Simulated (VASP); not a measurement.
The system is ZrO2.

```
Zr O
1.0
     0.00000    2.65000    2.65000
     2.65000    0.00000    2.65000
     2.65000    2.65000    0.00000
Zr O
1 2
Cartesian
  0.0000 0.0000 0.0000
  1.3250 1.3250 1.3250
  3.9750 3.9750 3.9750
```

The cell was built by a generator and needn't be a form met in nature.

Program: VASP 6.6.1. Alike in all runs: task single point; no spin polarisation; cell as given; k mesh 6 × 6 × 6; cutoff (eV) 700; smearing gaussian 0.05 eV.

Q: Order these runs on this cell by their pressure, lowest first.
A. level PBE; potentials or basis VASP PAW PBE potentials, release 64 (Zr_sv, O)
B. level LDA; potentials or basis VASP PAW LDA potentials, release 64 (Zr_sv, O)
C. level PBEsol; potentials or basis VASP PAW PBE potentials, release 64 (Zr_sv, O)

A: B (-30.5 GPa), C (-26.0 GPa), A (-20.0 GPa).

Caveats: so large a pressure means that the cell lies far from this level's equilibrium, or that cutoff or potentials fall short (some runs); a pressure of tens of GPa on the cell as given is suspect, and the run, the potentials or the cell itself is likely at fault (some runs); the potentials were made for another functional, which shifts forces and pressure (some runs).
